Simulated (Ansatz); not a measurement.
TiO2:

```
Ti O
1.0
     5.58222    0.00000    0.00000
    -2.79111    4.83435    0.00000
     0.00000    0.00000    6.08247
Ti O
3 6
Direct
  0.46694 0.00000 0.33333
  0.00000 0.46694 0.66667
  0.53306 0.53306 0.00000
  0.58107 0.85143 0.12066
  0.72963 0.14857 0.54600
  0.27037 0.41893 0.78733
  0.85143 0.58107 0.87934
  0.14857 0.72963 0.45400
  0.41893 0.27037 0.21267
```

Measurements of this composition are mostly on another form, of space group No. 141.

Base run:

- Program: Ansatz 0.2.0
- Functional: PBE
- Potentials or basis: Ansatz PAW
- Cutoff: 300 eV
- Density cutoff: 1200 eV
- k mesh: 6 × 6 × 5
- Occupations: fermi-dirac, width 0.05 eV
- Spin: no spin polarisation

Its results: band gap on the k mesh 3.61 eV, indirect (least direct gap 3.62 eV); pressure 0.4 GPa; largest force 0.036 eV/Å.

Question: The run is repeated on the same cell with these changes: cutoff from 300 eV to 420 eV (not typed: the program's choice for these potentials); k mesh from 6 × 6 × 5 to 10 × 10 × 8. What comes out?

Answer: Band gap on the k mesh 3.57 eV, direct; pressure 1.4 GPa; largest force 0.051 eV/Å.

Caveats: odd divisions of the mesh miss points on the zone boundary, where band edges often lie, so the gap on the mesh can be too wide (some runs); the pressure holds a Pulay correction of +18.3 GPa for the finite cutoff (some runs); the cutoff lies under the one recommended for these potentials (some runs).

A k mesh can miss the band edges.
